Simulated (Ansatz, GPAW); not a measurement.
# MgO: 3 runs at one level of theory

```
CELL_PARAMETERS angstrom
0.00000 2.09700 2.09700
2.09700 0.00000 2.09700
2.09700 2.09700 0.00000
ATOMIC_POSITIONS crystal
Mg 0.00000 0.00000 0.00000
O 0.50000 0.50000 0.50000
```

The cell is a database's computed one, not the measured one.

Alike in all runs: task single point; functional PBE; k mesh 11 × 11 × 11; occupations gaussian, width 0.023 eV; no spin polarisation; no spin-orbit coupling. Pressure is positive in compression and, in plane waves, holds the error of the finite cutoff, which Ansatz's Pulay term estimates and takes out.

```csv
program and potentials,plane-wave cutoff (eV),notes,pressure (GPa)
"Ansatz, Ansatz PAW",420,Pulay term of +0.60 GPa included,6.91
"Ansatz, all-electron LAPW, scalar-relativistic",-,-,6.97
"GPAW, GPAW PAW data sets (gpaw-data 1.2.1)",800,-,6.97
```

The pressure spans 6.91 (Ansatz, Ansatz PAW) to 6.97 GPa (Ansatz, all-electron LAPW, scalar-relativistic), with all-electron results at 6.97.

The functional is the same throughout but for its coding, so the spread measures potentials, basis and numerics; runs on potential files found faulty are left out.

All three runs put MgO under clear compression at this cell, and they agree far more closely with one another than any of them comes to zero pressure. The residual stress therefore belongs to PBE at this volume, not to the potentials or basis. In this strongly ionic rocksalt crystal, the equilibrium spacing balances Madelung attraction against Pauli repulsion between the closed shells of the cation and the oxide ion. PBE tends to underbind such solids and favours a larger volume, so the positive pressure is the expected sign; the cell probably comes from a functional that gives shorter lattice constants.

The Pulay term of +0.60 GPa is much larger than the remaining difference between the Ansatz PAW and all-electron results, so their agreement at 420 eV depends on that correction and doesn't indicate a converged uncorrected stress. Agreement at a single volume supports the potentials' description of the stress there, but fixes neither the PBE lattice constant nor the bulk modulus.
